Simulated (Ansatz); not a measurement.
Polymorphs of ZrO2, each relaxed with plane-wave PAW r²SCAN (Ansatz code):

A: fluorite (Fm-3m)
a = b = c = 5.0894 Å, α = β = γ = 90.00°

```csv
atom,site,symmetry,x,y,z
Zr,4a,m-3m,0.0000,0.0000,0.0000
O,8c,-43m,0.2500,0.2500,0.2500
```

B: P2_1/c
a = 5.153 Å, b = 5.227 Å, c = 5.329 Å, α = γ = 90.00°, β = 99.41°

```csv
atom,site,symmetry,x,y,z
Zr,4e,1,0.2762,0.0421,0.2097
O,4e,1,0.0692,0.3337,0.3440
O,4e,1,0.5505,0.2574,0.0218
```

C: P4_2/nmc
a = b = 3.601 Å, c = 5.228 Å, α = β = γ = 90.00°

| atom | site | symmetry | x | y | z |
|---|---|---|---|---|---|
| Zr | 2a | -4m2 | 0.0000 | 0.0000 | 0.0000 |
| O | 4d | 2mm. | 0.0000 | 0.5000 | 0.1968 |

**Question.** Put the candidates in order of energy per atom at 0 K, lowest first, for r²SCAN.

**Answer.** B (+0 meV/atom), C (+27 meV/atom), A (+56 meV/atom)

**Question.** Give each one's gap.

**Answer.** A 3.89 eV; B 4.15 eV; C 4.60 eV.

Not the usual ambient phase: A; C. All cells were relaxed under the symmetry of their starts (and spin orders); stability against distortions was not tested throughout. Rows with no word on spin ran without spin polarisation. Spin–orbit coupling is left out wherever it is not named.

Energies hold the estimated change up to a 700 eV cutoff; steps of a few meV lie near the error of the meshes.

Potentials: the later of the program's two PAW sets.
